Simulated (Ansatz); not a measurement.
System: CsCl (CsCl type), 2 atoms in the cell.

Level of theory: PBE, plane waves, PAW datasets (earlier set, tuned by hand) in Ansatz 0.2.0 development build.

Cutoff 660 eV; k-mesh 8×8×8 Γ-centred; Fermi–Dirac smearing of 0.1 eV; no spin polarisation; no spin–orbit coupling.

```
Cs Cl
1.0
     4.20000    0.00000    0.00000
     0.00000    4.20000    0.00000
     0.00000    0.00000    4.20000
Cs Cl
1 1
Direct
  0.00000 0.00000 0.00000
  0.50000 0.50000 0.50000
```

(1) What pressure does the calculation give?

Answers

(1) The pressure is 0.06 GPa, close to zero.

The stress includes the program's correction for the finite plane-wave basis.
